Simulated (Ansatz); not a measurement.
MoS2:

```
Mo S
1.0
     1.58000    0.91221    6.15000
    -1.58000    0.91221    6.15000
     0.00000   -1.82443    6.15000
Mo S
1 2
Cartesian
  0.0000 0.0000 0.0000
  0.0000 0.0000 7.6936
  0.0000 0.0000 4.6125
```

Measurements of this composition are mostly on another form, of space group No. 194.

* Program: Ansatz 0.2.0
* Task: relaxation of cell and atoms
* Functional: PBEsol
* Potentials or basis: all-electron LAPW, scalar-relativistic
* Basis error allowed: 0.002 eV/atom
* k mesh: 10 × 10 × 10
* Occupations: fermi-dirac, width 0.05 eV
* Spin: no spin polarisation

At the start: volume 17.73 Å³/atom.

Q: Where does the relaxation end?

A: Over 6 steps the energy falls by 2.1 meV/atom and the volume is 17.92 Å³/atom (+1.1 %); space group R3m (No. 160, to 0.05 Å).

The path:
```
step  energy change (eV)  largest force (eV/Å)  volume (Å³)
   1              0.0000                0.2600        53.18
   2             -0.0053                0.0162        53.13
   3             -0.0059                0.0035        53.36
   4             -0.0061                0.0095        53.64
   5             -0.0061                0.0004        53.75
   6             -0.0062                0.0004        53.75
```

Final structure:
```
Mo S
1.0
     1.57172    0.90743    6.28104
    -1.57172    0.90743    6.28104
     0.00000   -1.81487    6.28104
Mo S
1 2
Direct
  0.00010 0.00010 0.00010
  0.41613 0.41613 0.41613
  0.25077 0.25077 0.25077
```
